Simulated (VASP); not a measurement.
# V (P6_3/mmc) in VASP: equation of state

How stiff is V in PBE, and what volume does it want? The cell is scaled to several volumes.

All numbers are computed with VASP 6.6.1; they aren't measurements. Logs are shortened: lines on timing, memory, paths and dates and some standing lists are left out, and cuts for length are marked.

### Step 1. The structure

The structure is hexagonal, space group P6_3/mmc (No. 194). Conventional cell: a = 2.604 Å, b = 2.604 Å, c = 4.723 Å, α = 90.00°, β = 90.00°, γ = 120.00°. V (site symmetry -6m2) is surrounded by 12 V at 2.60 to 2.80 Å.

This isn't the form of V at room conditions, which is bcc.

### Step 2. Equation of state, PBE, collinear spin, ferromagnetic start, 13.04 Å³/atom (volume scaled by 0.94)

File INCAR:

```
PREC = Accurate ; ENCUT = 520
EDIFF = 1E-7 ; ISMEAR = -1
SIGMA = 0.05 ; LREAL = False
LASPH = True ; NELM = 150
ALGO = Normal ; ISIF = 2
LWAVE = False ; LCHARG = False
ISPIN = 2 ; MAGMOM = 2 2
LORBIT = 11 ; LMAXMIX = 4
GGA = PE ; NBANDS = 24
```

File KPOINTS:

```
regular mesh
0
Gamma
  12 12 6
```

File POSCAR:

```
V
1.0
    2.5511303260      0.0000000000      0.0000000000
   -1.2755651630      2.2093436706      0.0000000000
    0.0000000000      0.0000000000      4.6269143324
V
2
Direct
    0.3333333333      0.6666666667      0.2500000000
    0.6666666667      0.3333333333      0.7500000000
```

Potentials or basis: VASP PAW PBE potentials, release 64 (V_sv).

Run with:

```console
cat potpaw_PBE.64/V_sv/POTCAR > POTCAR
mpirun -np 1 vasp_std > vasp.out
```

OUTCAR:

```text
PREC = Accurate
   ENCUT = 520
   EDIFF = 1E-7
   ISMEAR = -1
   LREAL = False
   LASPH = True
   NELM = 150
   ISIF = 2
   ISPIN = 2
   LORBIT = 11
   GGA = PE

 Found     76 irreducible k-points:

 Following reciprocal coordinates:
            Coordinates               Weight
  0.000000  0.000000  0.000000      1.000000
  0.083333 -0.000000  0.000000      6.000000
  0.166667  0.000000  0.000000      6.000000
  0.250000  0.000000  0.000000      6.000000
  0.333333  0.000000  0.000000      6.000000
  0.416667 -0.000000  0.000000      6.000000
   k-points           NKPTS =     76   k-points in BZ     NKDIM =     76   number of bands    NBANDS=     24
   number of dos      NEDOS =    301   number of ions     NIONS =      2
   total plane-waves  NPLWV =  14400
   dimension x,y,z NGX =    20 NGY =   20 NGZ =   36
   dimension x,y,z NGXF=    40 NGYF=   40 NGZF=   72
   ions per type =               2
   NGX,Y,Z   is equivalent  to a cutoff of  13.03, 13.03, 12.93 a.u.
   NGXF,Y,Z  is equivalent  to a cutoff of  26.07, 26.07, 25.87 a.u.
 SYSTEM =  unknown system
   PREC   = accura    normal or accurate (medium, high low for compatibility)
   ISTART =      0    job   : 0-new  1-cont  2-samecut
   ICHARG =      2    charge: 1-file 2-atom 10-const
   ISPIN  =      2    spin polarized calculation?
   LNONCOLLINEAR =      F non collinear calculations
   LSORBIT =      F    spin-orbit coupling
   LASPH  =      T    aspherical Exc in radial PAW
   ENCUT  =  520.0 eV  38.22 Ry    6.18 a.u.   4.74  4.74  8.60*2*pi/ulx,y,z
   NELM   =    150;   NELMIN=  2; NELMDL= -5     # of ELM steps
   EDIFF  = 0.1E-06   stopping-criterion for ELM
   LREAL  =      F    real-space projection
   EDIFFG = 0.1E-05   stopping-criterion for IOM
   NSW    =      0    number of steps for IOM
   IBRION =     -1    ionic relax: 0-MD 1-quasi-New 2-CG
   NFREE  =      0    steps in history (QN), initial steepest desc. (CG)
   ISIF   =      2    stress and relaxation
   ISYM   =      2    0-nonsym 1-usesym 2-fastsym
   POTIM  = 0.5000    time-step for ionic-motion
   TEBEG  =    0.0;   TEEND  =   0.0 temperature during run
   PSTRESS=    0.0 pullay stress
   NELECT =      26.0000    total number of electrons
   NUPDOWN=      -1.0000    fix difference up-down
   EMIN   =  10.00;   EMAX   =-10.00  energy-range for DOS
   EFERMI =   0.00;   METHOD = LEGACY
   ISMEAR =    -1;   SIGMA  =   0.05  broadening in eV -4-tet -1-fermi 0-gaus
   EFERMI_NEDOS =   21; number of points for ismear=-14 and -15
   IALGO  =     38    algorithm
   IMIX   =      4    mixing-type and parameters
     AMIX     =   0.40;   BMIX     =  1.00
     AMIX_MAG =   1.60;   BMIX_MAG =  1.00
  volume/ion in A,a.u.               =      13.04        87.99
  Fermi-wavevector in a.u.,A,eV,Ry     =   1.635448  3.090549 36.391382  2.674691
  Thomas-Fermi vector in A             =   2.726919
   LORBIT       =     11    0 simple, 1 ext, 2 COOP (PROOUT), +10 PAW based schemes
   GGA     = PE    functional components
   LHFCALC =     F    Hartree Fock is set to
   AEXX    =    0.0000 exact exchange contribution
   IVDW    =     0    specifies the selected vdW correction
   LEPSILON=     F    determine dielectric tensor
   LRPA    =     F    only Hartree local field effects (RPA)
 spin polarized calculation
  energy-cutoff  :      520.00
  volume of cell :       26.08
 maximum number of plane-waves:       726
 NGX is ok and might be reduce to    20
   NGX =  9   NGY =  9   NGZ = 17

 number of electron      26.0000003 magnetization       0.0000195

 number of electron      26.0000003 magnetization      -0.0000196

 Free energy of the ion-electron system (eV)
  ---------------------------------------------------
  ext. energy  EPLUGINS =         0.00000000
  ---------------------------------------------------
  free energy    TOTEN  =       -17.44031132 eV

  energy without entropy =      -17.41791466  energy(sigma->0) =      -17.42911299

 E-fermi :  10.4913     XC(G=0): -13.0630

 val. band max:       10.4866241887   @ k =   0.3333   0.0000   0.1667
 cond. band min:      10.5342990036   @ k =   0.3333   0.1667   0.5000
 fundamental gap:      0.0476748149
 Fermi energy:        10.4913218041

 spin component 1

 k-point     1 :       0.0000    0.0000    0.0000
  band No.  band energies     occupation
      1     -53.4872      1.00000
      2     -53.3490      1.00000
      3     -27.6478      1.00000
      4     -26.8705      1.00000
      5     -26.7165      1.00000
      6     -26.7165      1.00000
[... 16 lines left out ...]
     23      29.0648      0.00000
     24      31.3980      0.00000

 k-point     2 :       0.0833   -0.0000    0.0000
  band No.  band energies     occupation
      1     -53.4715      1.00000
      2     -53.3375      1.00000
      3     -27.6249      1.00000
      4     -26.8716      1.00000
      5     -26.7875      1.00000
      6     -26.7353      1.00000
[... 16 lines left out ...]
     23      29.0307      0.00000
     24      31.2619      0.00000

 k-point     3 :       0.1667    0.0000    0.0000
  band No.  band energies     occupation
      1     -53.4283      1.00000
      2     -53.3064      1.00000
      3     -27.5601      1.00000
      4     -26.9812      1.00000
      5     -26.9121      1.00000
      6     -26.8767      1.00000
[... 16 lines left out ...]
     23      29.8494      0.00000
     24      30.8267      0.00000

 k-point     4 :       0.2500    0.0000    0.0000
  band No.  band energies     occupation
      1     -53.3677      1.00000
      2     -53.2648      1.00000
      3     -27.4647      1.00000
      4     -27.2445      1.00000
      5     -27.1661      1.00000
      6     -26.8899      1.00000
[... 16 lines left out ...]
     23      28.6197      0.00000
     24      29.7593      0.00000

 k-point     5 :       0.3333    0.0000    0.0000
  band No.  band energies     occupation
      1     -53.3042      1.00000
      2     -53.2250      1.00000
      3     -27.5052      1.00000
      4     -27.4123      1.00000
      5     -27.3563      1.00000
      6     -26.9164      1.00000
[... 16 lines left out ...]
     23      26.4806      0.00000
     24      28.0121      0.00000

 k-point     6 :       0.4167   -0.0000    0.0000
  band No.  band energies     occupation
      1     -53.2543      1.00000
      2     -53.1987      1.00000
      3     -27.6938      1.00000
      4     -27.5884      1.00000
      5     -27.2595      1.00000
      6     -26.9629      1.00000
[... 16 lines left out ...]
     23      24.7249      0.00000
     24      26.7674      0.00000

 [... further k-points ...]

 spin component 2

 k-point     1 :       0.0000    0.0000    0.0000
  band No.  band energies     occupation
      1     -53.4872      1.00000
      2     -53.3490      1.00000
      3     -27.6478      1.00000
      4     -26.8705      1.00000
      5     -26.7165      1.00000
      6     -26.7165      1.00000
[... 16 lines left out ...]
     23      29.0648      0.00000
     24      31.3980      0.00000

 k-point     2 :       0.0833   -0.0000    0.0000
  band No.  band energies     occupation
      1     -53.4716      1.00000
      2     -53.3375      1.00000
      3     -27.6249      1.00000
      4     -26.8716      1.00000
      5     -26.7875      1.00000
      6     -26.7353      1.00000
[... 16 lines left out ...]
     23      29.0307      0.00000
     24      31.2618      0.00000

 k-point     3 :       0.1667    0.0000    0.0000
  band No.  band energies     occupation
      1     -53.4283      1.00000
      2     -53.3064      1.00000
      3     -27.5601      1.00000
      4     -26.9812      1.00000
      5     -26.9121      1.00000
      6     -26.8767      1.00000
[... 16 lines left out ...]
     23      29.8494      0.00000
     24      30.8267      0.00000

 k-point     4 :       0.2500    0.0000    0.0000
  band No.  band energies     occupation
      1     -53.3677      1.00000
      2     -53.2648      1.00000
      3     -27.4647      1.00000
      4     -27.2445      1.00000
      5     -27.1662      1.00000
      6     -26.8899      1.00000
[... 16 lines left out ...]
     23      28.6197      0.00000
     24      29.7593      0.00000

 k-point     5 :       0.3333    0.0000    0.0000
  band No.  band energies     occupation
      1     -53.3042      1.00000
      2     -53.2250      1.00000
      3     -27.5052      1.00000
      4     -27.4123      1.00000
      5     -27.3563      1.00000
      6     -26.9164      1.00000
[... 16 lines left out ...]
     23      26.4806      0.00000
     24      28.0121      0.00000

 k-point     6 :       0.4167   -0.0000    0.0000
  band No.  band energies     occupation
      1     -53.2543      1.00000
      2     -53.1987      1.00000
      3     -27.6938      1.00000
      4     -27.5884      1.00000
      5     -27.2595      1.00000
      6     -26.9630      1.00000
[... 16 lines left out ...]
     23      24.7249      0.00000
     24      26.7674      0.00000

 [... further k-points ...]
[... 5 lines left out ...]
  --------------------------------------------------------------------------------------
  -------------------------------------------------------------------------------------
  Total        1.9742199      1.9742199      1.7583143      0.0000000     -0.0000000      0.0000000
  in kB      121.2882520    121.2882520    108.0238649      0.0000000     -0.0000000      0.0000000
  external PRESSURE =     116.8667896 kB  Pullay stress =       0.0000000 kB

 VOLUME and BASIS-vectors are now :
 -----------------------------------------------------------------------------
  energy-cutoff  :      520.00
  volume of cell :       26.08
      direct lattice vectors                 reciprocal lattice vectors
     2.551130326  0.000000000  0.000000000     0.391983110  0.226311554  0.000000000
    -1.275565163  2.209343671  0.000000000     0.000000000  0.452623109  0.000000000
     0.000000000  0.000000000  4.626914332     0.000000000  0.000000000  0.216126759

 POSITION                                       TOTAL-FORCE (eV/Angst)
 -----------------------------------------------------------------------------------
     -0.00000      1.47290      1.15673        -0.000000      0.000000      0.000000
      1.27557      0.73645      3.47019         0.000000     -0.000000      0.000000
 -----------------------------------------------------------------------------------
    total drift:                               -0.000000      0.000000     -0.000000

  FREE ENERGIE OF THE ION-ELECTRON SYSTEM (eV)
  ---------------------------------------------------
  free  energy   TOTEN  =       -17.4403113207 eV

  energy  without entropy=      -17.4179146576  energy(sigma->0) =      -17.42911299

 total charge

# of ion       s       p       d       tot
------------------------------------------
    1        2.361   6.229   3.146  11.736
    2        2.361   6.229   3.146  11.736
--------------------------------------------------
tot          4.723  12.458   6.291  23.472

 magnetization (x)

# of ion       s       p       d       tot
------------------------------------------
    1       -0.000  -0.000  -0.000  -0.000
    2       -0.000  -0.000  -0.000  -0.000
--------------------------------------------------
tot         -0.000  -0.000  -0.000  -0.000
```

Run time: 64 s. Hardware: 1 thread of Intel Xeon Platinum 8488C (Sapphire Rapids), shared host; peak memory 0.19 GiB.

What came out:

| Quantity | Value |
| --- | --- |
| Free energy | -17.4403 eV |
| Pressure | 11.7 GPa |
| Band gap on the k mesh | none (metal or under the smearing width) |
| Net moment | 0.00 μB per cell |
| Valence electrons inside the program's atomic spheres | V 11.74 |

### Step 3. Equation of state, PBE, collinear spin, ferromagnetic start, 13.32 Å³/atom (volume scaled by 0.96)

File INCAR:

```
ALGO = Normal
EDIFF = 1E-7
ENCUT = 520
GGA = PE
ISIF = 2
ISMEAR = -1
ISPIN = 2
LASPH = T
LCHARG = F
LMAXMIX = 4
LORBIT = 11
LREAL = F
LWAVE = F
MAGMOM = 2 2
NBANDS = 24
NELM = 150
PREC = Accurate
SIGMA = 0.05
```

File KPOINTS:

```
k-points
0
Gamma
  12 12 6
```

File POSCAR:

```
V
1.0
    2.5690966245      0.0000000000      0.0000000000
   -1.2845483122      2.2249029415      0.0000000000
    0.0000000000      0.0000000000      4.6594993097
V
2
Direct
    0.3333333333      0.6666666667      0.2500000000
    0.6666666667      0.3333333333      0.7500000000
```

Potentials or basis: VASP PAW PBE potentials, release 64 (V_sv).

Run with:

```console
cat potpaw_PBE.64/V_sv/POTCAR > POTCAR
mpirun -np 1 vasp_std > vasp.out
```

Run time: 63 s. Hardware: 1 thread of Intel Xeon Platinum 8488C (Sapphire Rapids), shared host; peak memory 0.19 GiB.

The run converged. Its results:

```yaml
Free_energy: -17.4733 eV
Pressure: 7.3 GPa
Band_gap_on_the_k_mesh: none (metal or under the smearing width)
Net_moment: 0.00 μB per cell
Valence_electrons_inside_the_program's_atomic_spheres: V 11.70
```

### Step 4. Equation of state, PBE, collinear spin, ferromagnetic start, 13.59 Å³/atom (volume scaled by 0.98)

File INCAR:

```
SYSTEM = V
PREC = Accurate
ENCUT = 520
EDIFF = 1E-7
ISMEAR = -1
SIGMA = 0.05
LREAL = .FALSE.
LASPH = .TRUE.
NELM = 120
ALGO = Normal
ISIF = 2
LWAVE = .FALSE.
LCHARG = .FALSE.
ISPIN = 2
MAGMOM = 2 2
LORBIT = 11
LMAXMIX = 4
GGA = PE
NBANDS = 24
```

File KPOINTS:

```
regular mesh
0
G
  12 12 6
  0 0 0
```

File POSCAR:

```
V
1.0
    2.5868150921      0.0000000000      0.0000000000
   -1.2934075460      2.2402475846      0.0000000000
    0.0000000000      0.0000000000      4.6916348032
V
2
Direct
    0.3333333333      0.6666666667      0.2500000000
    0.6666666667      0.3333333333      0.7500000000
```

Run with:

```console
cat potpaw_PBE.64/V_sv/POTCAR > POTCAR
mpirun -np 1 vasp_std > vasp.out
```

It took 58 s on 1 thread of Intel Xeon Platinum 8488C (Sapphire Rapids), shared host; peak memory 0.19 GiB.

The run converged. Its results:

```
Free energy                                           : -17.4917 eV
Pressure                                              : 3.3 GPa
Band gap on the k mesh                                : none (metal or under the smearing width)
Net moment                                            : 0.00 μB per cell
Valence electrons inside the program's atomic spheres : V 11.66
```

### Step 5. Equation of state, PBE, collinear spin, ferromagnetic start, 14.15 Å³/atom (volume scaled by 1.02)

File INCAR:

```
SYSTEM = V
PREC = Accurate
ENCUT = 520
EDIFF = 1E-7
ISMEAR = -1
SIGMA = 0.05
LREAL = .False.
LASPH = .True.
NELM = 120
ALGO = Normal
ISIF = 2
LWAVE = .False.
LCHARG = .False.
ISPIN = 2
MAGMOM = 2 2
LORBIT = 11
LMAXMIX = 4
GGA = PE
NBANDS = 24
```

File KPOINTS:

```
regular mesh
0
Gamma
  12 12 6
  0 0 0
```

File POSCAR:

```
V
1.0
    2.6215415862      0.0000000000      0.0000000000
   -1.3107707930      2.2703216106      0.0000000000
    0.0000000000      0.0000000000      4.7546172825
V
2
Direct
    0.3333333333      0.6666666667      0.2500000000
    0.6666666667      0.3333333333      0.7500000000
```

Run with:

```console
cat potpaw_PBE.64/V_sv/POTCAR > POTCAR
mpirun -np 1 vasp_std > vasp.out
```

Run time: 58 s. Hardware: 1 thread of Intel Xeon Platinum 8488C (Sapphire Rapids), shared host; peak memory 0.19 GiB.

Results (log left out):

```
Free energy                                           : -17.4903 eV
Pressure                                              : -3.6 GPa
Band gap on the k mesh                                : none (metal or under the smearing width)
Net moment                                            : 0.00 μB per cell
Valence electrons inside the program's atomic spheres : V 11.60
```

[end of part 1 of 2]
